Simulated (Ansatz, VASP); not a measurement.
# One calculation of P, two programs

```
CELL_PARAMETERS angstrom
3.34779 0.00000 0.00000
-1.67390 2.89927 0.00000
0.00000 0.00000 4.91476
ATOMIC_POSITIONS crystal
P 0.00000 0.50000 0.33333
P 0.50000 0.50000 0.66667
P 0.50000 0.00000 0.00000
```

Alike in both runs: task relaxation of cell and atoms; functional PBE; k mesh 18 × 18 × 10; occupations gaussian, width 0.1 eV; no spin polarisation.

```csv
,VASP,Ansatz
version,VASP 6.6.1,Ansatz 0.2.0
potentials or method,"VASP PAW PBE potentials, release 64 (P)","scalar-relativistic, plane waves, PAW"
plane-wave cutoff (eV),600,420
valence electrons in the cell,15,15
```

VASP gave:

| Property | Result |
| --- | --- |
| gap on the k mesh at the Fermi level, each at its own relaxed structure (eV) | none |
| relaxed volume (Å³/atom) | 16.12 |
| relaxed cell length with the largest relative difference (Å) | 4.911 |
| energy change over the relaxation (meV/atom) | -1 |

Q: Which values does Ansatz return?

A: gap on the k mesh at the Fermi level, each at its own relaxed structure (eV): none; relaxed volume (Å³/atom): 16.16; relaxed cell length with the largest relative difference (Å): 4.915; energy change over the relaxation (meV/atom): -1.

A gap of «none» marks a metal or a gap that the smearing closes.
